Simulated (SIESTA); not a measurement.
Runs of SIESTA 5.4.2 on SiRu. Symmetry: P2_13, No. 198, cubic system. Conventional cell: a = 4.709 Å, b = 4.709 Å, c = 4.709 Å, α = 90.00°, β = 90.00°, γ = 90.00°. Ru (site symmetry 3) is surrounded by 7 Si at 2.38 to 2.70 Å. Around Si (site symmetry 3) lie 7 Ru at 2.38 to 2.70 Å. The cell comes from a database or a generator and needn't be the stable form of this composition.

| task | level | potentials or basis | k mesh | gap on the mesh (eV) | pressure (GPa) | V0 of scaled cells (Å³/atom) | B0 (GPa) | largest force (eV/Å) |
| --- | --- | --- | --- | --- | --- | --- | --- | --- |
| equation of state | LDA | PseudoDojo 0.4 standard (LDA files), DZP (energy shift 0.003 Ry; two zetas on semicore shells) | 4 × 4 × 4 | - | - | 12.85 | (b) | - |
| band structure | LDA | PseudoDojo 0.4 standard (LDA files), DZP (energy shift 0.003 Ry; two zetas on semicore shells) | 6 × 6 × 6 | 0.25 | -3.9 | - | - | 0.07 |
| single point | PBE | PseudoDojo 0.4 standard (PBE files), DZP (energy shift 0.003 Ry; two zetas on semicore shells) | 6 × 6 × 6 | 0.26 | 7.4 | - | - | 0.28 |
| band structure | PBEsol | PseudoDojo 0.4 standard (PBEsol files), DZP (energy shift 0.003 Ry; two zetas on semicore shells) | 6 × 6 × 6 | 0.26 | 0.7 | - | - | 0.23 |
| equation of state | PBEsol | PseudoDojo 0.4 standard (PBEsol files), DZP (energy shift 0.003 Ry; two zetas on semicore shells) | 4 × 4 × 4 | - | - | (c) | (a) | - |

Alike in all rows: no spin polarisation; cell as given; smearing fermi-dirac 0.05 eV; grid cutoff 800 Ry; energy shift 0.003 Ry.

Estimate the missing entries.

(a) 260; (b) 270; (c) 13.08.

Caveats: the basis of atomic orbitals isn't converged, which shifts pressures, moduli and gaps; the cell was scaled at fixed shape and fractional positions, which overstates the stiffness of a crystal with free parameters, most of all of layers and chains (some runs).

A k mesh can miss the band edges, and the runs leave out spin-orbit coupling on Ru.

Not every run made on this cell is shown here.
